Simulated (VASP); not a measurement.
Input of a VASP 6.6.1 run:

The input INCAR:

```
SYSTEM = Cr
ALGO = Fast
EDIFF = 1E-6
ENCUT = 520
GGA = PE
ISIF = 2
ISMEAR = 0
LASPH = .True.
LCHARG = .True.
LELF = .True.
LREAL = .False.
LVHAR = .True.
LWAVE = .False.
NBANDS = 12
NELM = 100
PREC = Accurate
SIGMA = 0.15
```

The input KPOINTS:

```
k-points
0
Gamma
  24 24 24
  0 0 0
```

File POSCAR:

```
Cr
1.0
    0.9736059785      2.4340149464      2.4340149464
    2.4340149464      0.9736059785      2.4340149464
    2.4340149464      2.4340149464      0.9736059785
Cr
1
Direct
    0.0000000000      0.0000000000      0.0000000000
```

Potentials or basis: VASP PAW PBE potentials, release 64 (Cr_pv).

Run with:

```console
$ cat potpaw_PBE.64/Cr_pv/POTCAR > POTCAR
$ mpirun -np 1 vasp_std > vasp.out
```

Question: What does it give for the band gap on the k mesh?

Answer: None (metal or under the smearing width).

Question: Predict the pressure.

Answer: 82.2 GPa.

Stress tensor (GPa, compression positive):
```
 82.16 -54.54 -54.54
-54.54  82.16 -54.54
-54.54 -54.54  82.16
```

Caveat: a pressure of tens of GPa on the cell as given is suspect, and the run, the potentials or the cell itself is likely at fault; the run has no spin polarisation, though such a crystal can be magnetic. Spin polarisation is off, so any magnetic state and its effect on volume and gap are missing.
